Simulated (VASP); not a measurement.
Write the native input for VASP 6.6.1 that does the following.

| Quantity | Value |
| --- | --- |
| Task | single point |
| Functional | LDA |
| Potentials or basis | VASP PAW LDA potentials, release 64 (Mg, I) |
| Cutoff | 520 eV |
| k mesh | 9 × 9 × 4 |
| Occupations | gaussian, width 0.05 eV |
| Spin | no spin polarisation |
| Dipole correction | no |
| Further INCAR settings | ALGO = Normal; EDIFF = 1e-06; NBANDS = 15 |

The structure of MgI2 lies in POSCAR:

```
MgI2
1.0
    4.3849249435      0.0000000000      0.0000000000
   -2.1924624717      3.7974563947      0.0000000000
    0.0000000000      0.0000000000      6.1573900307
Mg I
1 2
Direct
    0.0000000000      0.0000000000      0.0000000000
    0.3333333333      0.6666666667      0.7576300000
    0.6666666667      0.3333333333      0.2423700000
```

These files were run (other wordings do the same):

INCAR

```
SYSTEM = MgI2
PREC     = Accurate       ! precision mode
ENCUT    = 520            ! plane-wave cutoff, eV
EDIFF    = 1E-6           ! SCF threshold, eV
ISMEAR   = 0              ! smearing method
SIGMA    = 0.05           ! smearing width, eV
LREAL    = .FALSE.        ! projectors in reciprocal space
LASPH    = .TRUE.         ! aspherical terms in the spheres
NELM     = 100            ! most SCF steps
ALGO     = Normal         ! electronic algorithm
ISIF     = 2              ! what is computed and relaxed
LWAVE    = .FALSE.        ! write WAVECAR
LCHARG   = .TRUE.         ! write CHGCAR
LELF     = .TRUE.         ! ELF
LVHAR    = .TRUE.       
NBANDS   = 15             ! bands
```

KPOINTS

```
regular mesh
0
G
  9 9 4
  0 0 0
```

Potentials or basis: VASP PAW LDA potentials, release 64 (Mg, I).

Run with:

```bash
$ cat potpaw_LDA.64/Mg/POTCAR potpaw_LDA.64/I/POTCAR > POTCAR
$ mpirun -np 1 vasp_std > vasp.out
```

Results of the run:

The pressure is -1.6 GPa and the largest force is 0.175 eV/Å. The band gap on the k mesh is 2.39 eV, direct.

Caveat: spin-orbit coupling is left out, which moves the levels of the heavy elements; an odd mesh through Γ misses points on the zone boundary, where band edges often lie.

Wall time 23 s on 1 thread of Intel(R) Xeon(R) 6975P-C (Granite Rapids) (shared host), peak memory 0.23 GiB.
